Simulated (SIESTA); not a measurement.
**ZnO (zincite): single point with PBEsol**

**What was measured.**

From “Electronic structure of alkaline earth and post-transition metal oxides”, 2009, arxiv:0908.1581, for a bulk crystal of ZnO: band gap 3.37 eV.

The system is ZnO (zincite).

```
CELL_PARAMETERS angstrom
3.24931 0.00000 0.00000
-1.62465 2.81398 0.00000
0.00000 0.00000 5.20571
ATOMIC_POSITIONS crystal
Zn 0.66667 0.33333 0.00000
Zn 0.33333 0.66667 0.50000
O 0.33333 0.66667 0.87901
O 0.66667 0.33333 0.37901
```

| Item | Value |
| --- | --- |
| Program | SIESTA 5.4.2 |
| Task | single point |
| Functional | PBEsol |
| Potentials or basis | PseudoDojo 0.4 standard (PBEsol files) |
| Basis | DZP (energy shift 0.003 Ry; two zetas on semicore shells) |
| Grid cutoff | 800 Ry |
| Energy shift | 0.003 Ry |
| k mesh | 9 × 9 × 5 |
| Occupations | fermi-dirac, width 0.05 eV |
| Spin | no spin polarisation |

The pressure is -0.6 GPa, the largest force is 0.082 eV/Å and the band gap on the k mesh is 0.92 eV, direct. The hirshfeld charges are Zn +0.52; O -0.52 e and the voronoi charges are Zn +0.68; O -0.68 e.

Forces in eV/Å, atoms in the order of the input:
```
Zn   0.000  0.000 -0.082
Zn   0.000  0.000 -0.082
O    0.000  0.000  0.082
O    0.000  0.000  0.082
```

Stress tensor (GPa, compression positive):
```
-1.01 -0.01  0.00
-0.01 -1.02  0.00
 0.00  0.00  0.08
```

Levels at points of the mesh, in eV from the valence-band top:
| k point | band 23 | band 24 | band 25 | band 26 | band 27 | band 28 | band 29 | band 30 |
| --- | --- | --- | --- | --- | --- | --- | --- | --- |
| (0.00, 0.00, 0.00) | -0.81 | -0.05 | 0.00 | 0.00 | 0.92 | 5.48 | 8.36 | 13.84 |

Wall time 33 s on 1 thread of Arm Neoverse V2, with other jobs on the host, peak memory 0.24 GiB.

Measured gap of ZnO: 3.37 eV (quoted in “Electronic structure of alkaline earth and post-transition metal oxides”, 2009, arxiv:0908.1581). This calculation gives 0.92 eV (-2.45 eV). So large a miss can be the level of theory's own, or it may mean another phase, state or a wrong row. The value is that of PBEsol in an atomic basis (PseudoDojo 0.4 standard (PBEsol files), DZP (energy shift 0.003 Ry; two zetas on semicore shells)), whose error adds to the functional's,, without temperature or zero-point motion. Semilocal functionals fall short of measured gaps as a rule.

Caveat: Mulliken charges of long-ranged orbitals can have an unphysical sign; short orbitals over semicore shells can move pressures by several GPa; the valence orbitals were made in a potential fitted to the semicore shell under them, which widens gaps by tenths of an eV or more; the basis of atomic orbitals isn't converged, which shifts pressures, moduli and gaps.
